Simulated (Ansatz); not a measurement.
This Cd structure is the end of a relaxation. The cell was found from a structure generator's guess, not taken from experiment.

These are results of DFT PBE, scalar-relativistic, plane waves, PAW (Ansatz 0.2.0), not measurements. Cutoff 420 eV, Γ-centred mesh, Gaussian smearing, no spin polarisation.

```
CELL_PARAMETERS angstrom
2.99679 0.00000 0.00000
0.00000 2.99679 0.00000
0.00000 0.00000 2.99679
ATOMIC_POSITIONS crystal
Cd 0.50000 0.50000 0.50000
```

Energies count from the standard state of Cd at the same level.

Q: Find its symmetry and describe it.

A: Pm-3m (No. 221), the simple cubic type. Conventional cell: a = 2.997 Å. Cd has 6 Cd at 3.00 Å.

Q: How far does it lie from the standard state of Cd?

A: +0.12 eV/atom. It lies above the standard state, so it could only be metastable.

Q: Is it a metal?

A: Yes, bands cross the Fermi level on the 18×18×18 mesh.

The last run used an 18×18×18 mesh for its 1-atom cell and Gaussian smearing of 0.10 eV. A structure relaxed within its symmetry needn't be a true minimum.
